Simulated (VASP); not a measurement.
A run of VASP 6.6.1:

The input INCAR:

```
SYSTEM = CaO
PREC = Accurate
ENCUT = 600
EDIFF = 1E-7
ISMEAR = 0
SIGMA = 0.03
LREAL = .False.
LASPH = .True.
NELM = 80
ALGO = Fast
ISIF = 2
LWAVE = .False.
LCHARG = .False.
GGA = PE
IBRION = 2
NSW = 40
EDIFFG = -0.01
```

Contents of KPOINTS:

```
Automatic mesh
0
Gamma
  10 10 10
  0 0 0
```

File POSCAR:

```
CaO                                     
1.0
    0.0000000000      2.4507613448      2.4507613448
    2.4507613448      0.0000000000      2.4507613448
    2.4507613448      2.4507613448      0.0000000000
  Ca              O             
     1     1
Direct
     0.0000000000000000    0.0000000000000000    0.0000000000000000
     0.5000000000000000    0.5000000000000000    0.5000000000000000
```

Potentials or basis: VASP PAW PBE potentials, release 64 (Ca_sv, O).

The run is started by

```bash
$ cat potpaw_PBE.64/Ca_sv/POTCAR potpaw_PBE.64/O/POTCAR > POTCAR
$ mpirun -np 1 vasp_std > vasp.out
```

Hardware: 1 thread of Intel(R) Xeon(R) 6975P-C (Granite Rapids), on a shared host.

**Question.** Estimate the wall time of this run.

**Answer.** Wall time 17 s on 1 thread of Intel(R) Xeon(R) 6975P-C (Granite Rapids), on a shared host, peak memory 0.16 GiB. Counts: scf iterations 24, k points 47, ion steps 1.
